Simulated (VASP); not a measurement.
# MgI2 (P-3m1) in VASP: further runs

Aim: see how the results for MgI2 move with the level of theory and the settings. Levels: PBEsol, LDA. Tasks: Born charges and dielectric tensor, phonons.

Program: VASP 6.6.1. These are calculated values, not measurements. Logs are shortened: lines on timing, memory, paths and dates and some standing lists are left out, and cuts for length are marked.

## 1. Starting point

It takes space group P-3m1 (No. 164, trigonal). Conventional cell: a = 4.140 Å, b = 4.140 Å, c = 6.880 Å, α = 90.00°, β = 90.00°, γ = 120.00°. I (site symmetry 3m) is surrounded by 3 Mg at 2.94 Å. Mg (site symmetry -3m) has 6 I at 2.94 Å as nearest neighbours.

## 2. Born charges and dielectric tensor, PBEsol

INCAR

```
SYSTEM = MgI2
PREC = Accurate
ENCUT = 520
EDIFF = 1E-8
ISMEAR = 0
SIGMA = 0.02
LREAL = .FALSE.
LASPH = .TRUE.
NELM = 60
ALGO = Normal
ISIF = 2
LWAVE = .FALSE.
LCHARG = .FALSE.
GGA = PS
LEPSILON = .TRUE.
IBRION = 8
KPAR = 4
```

KPOINTS

```
regular mesh
0
G
  8 8 4
  0 0 0
```

POSCAR

```
MgI2
1.0
    4.1400000000      0.0000000000      0.0000000000
   -2.0700000000      3.5853451717      0.0000000000
    0.0000000000      0.0000000000      6.8800000000
I Mg
2 1
Direct
    0.6666666667      0.3333333333      0.7500000000
    0.3333333333      0.6666666667      0.2500000000
    0.0000000000      0.0000000000      0.0000000000
```

Potentials or basis: VASP PAW PBE potentials, release 64 (I, Mg).

Run with:

```
cat potpaw_PBE.64/I/POTCAR potpaw_PBE.64/Mg/POTCAR > POTCAR
mpirun -np 4 vasp_std > vasp.out
```

OUTCAR:

```text
SYSTEM = MgI2
   PREC = Accurate
   ENCUT = 520
   EDIFF = 1E-8
   ISMEAR = 0
   LREAL = .FALSE.
   LASPH = .TRUE.
   NELM = 60
   ISIF = 2
   GGA = PS
   LEPSILON = .TRUE.
   IBRION = 8

 ion  position               nearest neighbor table
   1  0.667  0.333  0.750-   3 2.94   3 2.94   3 2.94
   2  0.333  0.667  0.250-   3 2.94   3 2.94   3 2.94
   3  0.000  0.000  0.000-   1 2.94   2 2.94   1 2.94   2 2.94   1 2.94   2 2.94

  LATTYP: Found a hexagonal cell.
 ALAT       =     4.1400000000
 C/A-ratio  =     1.6618357488

  Lattice vectors:

 A1 = (   4.1400000000,   0.0000000000,   0.0000000000)
 A2 = (  -2.0700000000,   3.5853451717,   0.0000000000)
 A3 = (   0.0000000000,   0.0000000000,   6.8800000000)

Analysis of symmetry for initial positions (statically):
=====================================================================
 Subroutine PRICEL returns:
 Original cell was already a primitive cell.

 Routine SETGRP: Setting up the symmetry group for a
 hexagonal supercell.

 Subroutine GETGRP returns: Found 12 space group operations
 (whereof 12 operations were pure point group operations)
 out of a pool of 24 trial point group operations.

The static configuration has the point symmetry D_3d.

Analysis of symmetry for dynamics (positions and initial velocities):
=====================================================================
 Subroutine PRICEL returns:
 Original cell was already a primitive cell.

 Routine SETGRP: Setting up the symmetry group for a
 hexagonal supercell.

 Subroutine GETGRP returns: Found 12 space group operations
 (whereof 12 operations were pure point group operations)
 out of a pool of 24 trial point group operations.

The dynamic configuration has the point symmetry D_3d.

 Subroutine INISYM returns: Found 12 space group operations
 (whereof 12 operations are pure point group operations),
 and found     1 'primitive' translations

----------------------------------------------------------------------------------------

                                     Primitive cell

  volume of cell :     102.1221

  direct lattice vectors                    reciprocal lattice vectors
     4.140000000  0.000000000  0.000000000     0.241545894  0.139456587  0.000000000
    -2.070000000  3.585345172  0.000000000     0.000000000  0.278913174  0.000000000
     0.000000000  0.000000000  6.880000000     0.000000000  0.000000000  0.145348837

  length of vectors
     4.140000000  4.140000000  6.880000000     0.278913174  0.278913174  0.145348837

  position of ions in fractional coordinates (direct lattice)
     0.666666667  0.333333333  0.750000000
     0.333333333  0.666666667  0.250000000
     0.000000000  0.000000000  0.000000000

  ion indices of the primitive-cell ions
   primitive index   ion index
                 1           1
                 2           2
                 3           3

----------------------------------------------------------------------------------------
[... 533 lines left out ...]

--------------------------------------- Ionic step        3  -------------------------------------------

------------------------ aborting loop because EDIFF is reached ----------------------------------------

 PIEZOELECTRIC TENSOR FIELD DIRECTION 3  (e Angst)
 -----------------------------------------------------------------------------
    -0.00001  0.00000  0.00000           ( -0.00001 -0.00000  0.00000)
    -0.00000 -0.00001  0.00000           (  0.00000 -0.00001  0.00000)
     0.00000 -0.00000  0.00153           (  0.00000  0.00000 -0.00000)

 PIEZOELECTRIC TENSOR FIELD DIRECTION 3  (C/m^2)
 -----------------------------------------------------------------------------
    -0.00000  0.00000  0.00000
    -0.00000 -0.00000  0.00000
     0.00000 -0.00000  0.00024

[... ionic steps 4 to 9 ...]

--------------------------------------- Ionic step       10  -------------------------------------------

------------------------ aborting loop because EDIFF is reached ----------------------------------------

[... ionic steps 11 to 11 ...]

--------------------------------------- Ionic step       12  -------------------------------------------

 Free energy of the ion-electron system (eV)
  ---------------------------------------------------
  ---------------------------------------------------
  free energy    TOTEN  =        -0.00234691 eV

  energy without entropy =       -0.00234691

------------------------ aborting loop because EDIFF is reached ----------------------------------------

 INTERNAL STRAIN TENSOR  FOR ION    3  DIRECTION 3   (eV/Angst):
 -----------------------------------------------------------------------------
     0.00065  0.00000  0.00000
     0.00000  0.00065  0.00000
    -0.00000  0.00000 -0.00134

 MACROSCOPIC STATIC DIELECTRIC TENSOR (including local field effects in DFT)
 ------------------------------------------------------
           4.604208     0.000000     0.000000
           0.000000     4.604208     0.000000
           0.000000     0.000000     4.175593
 ------------------------------------------------------

 PIEZOELECTRIC TENSOR (including local field effects)  for field in x, y, z        (e  Angst)
          XX          YY          ZZ          XY          YZ          ZX
  --------------------------------------------------------------------------------
  x     0.00000     0.00000     0.00000     0.00000     0.00000     0.00000
  y     0.00000     0.00000     0.00000     0.00000     0.00000     0.00000
  z     0.00000     0.00000     0.00000     0.00000     0.00000     0.00000

 PIEZOELECTRIC TENSOR (including local field effects)  for field in x, y, z        (C/m^2)
          XX          YY          ZZ          XY          YZ          ZX
  --------------------------------------------------------------------------------
  x     0.00000     0.00000     0.00000     0.00000     0.00000     0.00000
  y     0.00000     0.00000     0.00000     0.00000     0.00000     0.00000
  z     0.00000     0.00000     0.00000     0.00000     0.00000     0.00000

 BORN EFFECTIVE CHARGES (including local field effects) (in |e|, cummulative output)
 ---------------------------------------------------------------------------------
 ion    1
    1    -1.24555     0.00000     0.00000
    2     0.00000    -1.24555     0.00000
    3     0.00000     0.00000    -0.84646
 ion    2
    1    -1.24555     0.00000     0.00000
    2     0.00000    -1.24555     0.00000
    3     0.00000     0.00000    -0.84646
 ion    3
    1     2.49111     0.00000     0.00000
    2     0.00000     2.49111     0.00000
    3    -0.00000     0.00000     1.69292

 INTERNAL STRAIN TENSOR FOR ION    3 for displacements in x,y,z  (eV/Angst):
          X           Y           Z          XY          YZ          ZX
  --------------------------------------------------------------------------------
  x     0.00000     0.00000     0.00000     0.00000     0.00000     0.00000
  y     0.00000     0.00000     0.00000     0.00000     0.00000     0.00000
  z     0.00000     0.00000     0.00000     0.00000     0.00000     0.00000

 SECOND DERIVATIVES (NOT SYMMETRIZED)
 ------------------------------------
               1X          1Y          1Z          2X          2Y          2Z          3X          3Y          3Z
  1X    -1.348194    0.000000    0.000000    0.317436    0.000000    0.000000    1.030758   -0.000000    0.000000
  1Y     0.000000   -1.348194    0.000000   -0.000000    0.317436    0.000000    0.000000    1.030758    0.000000
  1Z     0.000000   -0.000000   -3.788096    0.000000    0.000000    1.119030   -0.000000   -0.000000    2.669066
  2X     0.317436    0.000000    0.000000   -1.348194    0.000000    0.000000    1.030758   -0.000000    0.000000
  2Y    -0.000000    0.317436    0.000000    0.000000   -1.348194    0.000000    0.000000    1.030758    0.000000
  2Z     0.000000    0.000000    1.119030    0.000000   -0.000000   -3.788096   -0.000000   -0.000000    2.669066
  3X     1.028853    0.000000    0.000000    1.028853    0.000000    0.000000   -2.057706    0.000000    0.000000
  3Y     0.000000    1.028853    0.000000    0.000000    1.028853    0.000000    0.000000   -2.057706    0.000000
  3Z    -0.000000   -0.000000    2.665370   -0.000000   -0.000000    2.665370   -0.000000    0.000000   -5.330739

 Eigenvectors and eigenvalues of the dynamical matrix
 ----------------------------------------------------

   1 f  =    7.664449 THz    48.157153 2PiTHz  255.658500 cm-1    31.697600 meV
             X         Y         Z           dx          dy          dz
      2.070000  1.195115  5.160000    -0.000000    0.000000   -0.209169
     -0.000000  2.390230  1.720000    -0.000000    0.000000   -0.209169
      0.000000  0.000000  0.000000     0.000000   -0.000000    0.955247
[... 43 lines left out ...]
   9 f/i=    0.001501 THz     0.009429 2PiTHz    0.050058 cm-1     0.006206 meV
             X         Y         Z           dx          dy          dz
      2.070000  1.195115  5.160000    -0.000000   -0.000000    0.675462
     -0.000000  2.390230  1.720000    -0.000000   -0.000000    0.675462
      0.000000  0.000000  0.000000    -0.000000   -0.000000    0.295809

--------------------------------------------------------------------------------------------------------

 MACROSCOPIC STATIC DIELECTRIC TENSOR IONIC CONTRIBUTION
 ------------------------------------------------------
           5.340462    -0.000000     0.000000
          -0.000000     5.340462    -0.000000
           0.000000    -0.000000     0.952207
 ------------------------------------------------------

 ELASTIC MODULI CONTR FROM IONIC RELAXATION (kBar)
 Direction    XX          YY          ZZ          XY          YZ          ZX
 --------------------------------------------------------------------------------
 XX         -54.2898    -54.2267   -130.5907      0.0000      1.2015     -0.0000
 YY         -54.2267    -54.2898   -130.5907      0.0000     -1.2015     -0.0000
 ZZ        -130.5907   -130.5907   -314.3105      0.0000      0.0000     -0.0000
 XY           0.0000      0.0000      0.0000     -0.0315     -0.0000      2.0188
 YZ           1.2015     -1.2015      0.0000     -0.0000    -45.8077      0.0000
 ZX          -0.0000     -0.0000     -0.0000      2.0188      0.0000   -129.3133
 --------------------------------------------------------------------------------

 PIEZOELECTRIC TENSOR IONIC CONTR  for field in x, y, z        (C/m^2)
          XX          YY          ZZ          XY          YZ          ZX
  --------------------------------------------------------------------------------
  x     0.00000    -0.00000     0.00000     0.00000    -0.00000     0.00000
  y    -0.00000    -0.00000    -0.00000    -0.00000     0.00000     0.00000
  z     0.00000     0.00000    -0.00000    -0.00000     0.00000     0.00000
```

It took 2.7 min on 4 MPI ranks of Intel Xeon 6975P-C (Granite Rapids), shared host; peak memory 0.59 GiB.

Results:

* Band gap on the k mesh: 3.42 eV, indirect (least direct gap 3.51 eV)
* Electronic dielectric tensor (diagonal): 4.60, 4.60, 4.18
* Born charges (mean of the diagonal): I -1.11; Mg +2.23 e
* Highest phonon frequency at Γ, LO-TO splitting left out: 256 cm⁻¹

Levels at points of the mesh, in eV from the valence-band top:
| k point | band 4 | band 5 | band 6 | band 7 | band 8 | band 9 | band 10 | band 11 | band 12 |
| --- | --- | --- | --- | --- | --- | --- | --- | --- | --- |
| (0.00, 0.00, 0.00) | -0.37 | -0.37 | -0.02 | 0.00 | 0.00 | 3.51 | 4.72 | 6.74 | 6.74 |
| (0.50, 0.00, 0.00) | -2.79 | -1.96 | -1.31 | -0.98 | -0.41 | 3.60 | 5.17 | 5.28 | 6.80 |
| (0.00, 0.00, 0.50) | -1.61 | -0.25 | -0.25 | -0.13 | -0.13 | 4.61 | 4.79 | 6.54 | 6.54 |
| (0.50, 0.00, 0.50) | -3.23 | -1.13 | -1.09 | -0.85 | -0.70 | 3.42 | 4.97 | 5.54 | 5.89 |

Phonon frequencies in cm⁻¹ (negative: imaginary):
```
              q point                  frequencies
(0.000, 0.000, 0.000)  0 0 0 60 60 103 159 159 256
```

Electronic dielectric tensor:
```
4.60 0.00 0.00
0.00 4.60 0.00
0.00 0.00 4.18
```

Born effective charge tensors (e):
atom 1, I
```
-1.25  0.00  0.00
 0.00 -1.25  0.00
 0.00  0.00 -0.85
```
atom 2, I
```
-1.25  0.00  0.00
 0.00 -1.25  0.00
 0.00  0.00 -0.85
```
atom 3, Mg
```
2.49 0.00 0.00
0.00 2.49 0.00
0.00 0.00 1.69
```

Caveat: spin-orbit coupling is left out, which moves the levels of the heavy elements. A k mesh can miss the band edges.

(Part 1 of 3 ends here.)
